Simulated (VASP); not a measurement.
## PtSe: single point with r2SCAN+U

PtSe:

```xyz
2
Lattice="0.0000 3.0374 3.0374 3.0374 0.0000 3.0374 3.0374 3.0374 0.0000" Properties=species:S:1:pos:R:3 pbc="T T T"
Pt    0.0000    0.0000    0.0000
Se    1.5187    1.5187    1.5187
```

The cell comes from a database or a generator and needn't be the stable form of this composition.

```yaml
Program: VASP 6.6.1
Task: single point
Functional: r2SCAN
Potentials_or_basis: VASP PAW PBE potentials, release 64 (Pt, Se)
Cutoff: 520 eV
k_mesh: 5 × 5 × 5
Occupations: gaussian, width 0.05 eV
Spin: collinear spin, ferromagnetic start
Starting_moments: "[0.5, 0.0] μB"
Fixed_moment: 4 μB
Hubbard_terms: Pt d U = 4 eV
```

| Quantity | Value |
| --- | --- |
| Pressure | 7.0 GPa |
| Net moment | 4.00 μB per cell |
| Site moments | Pt +2.28; Se +0.88 μB |
| Valence electrons inside the program's atomic spheres | Pt 8.85; Se 3.81 |

Eigenvalues of the final occupation matrices:
```
    site  spin  trace               eigenvalues
site 1 d     1   4.77  0.95 0.95 0.96 0.96 0.96
site 1 d     2   2.96  0.38 0.38 0.38 0.91 0.91
```

Wall time 42 s on 1 thread of Intel(R) Xeon(R) 6975P-C (Granite Rapids) (shared host), peak memory 0.21 GiB.

Caveat: the moment is held away from its start; the PAW data sets were made with another functional, which shifts forces and pressure a little; the total moment is fixed, so each spin has its own Fermi level. Spin-orbit coupling is left out, which matters for the levels of Pt.
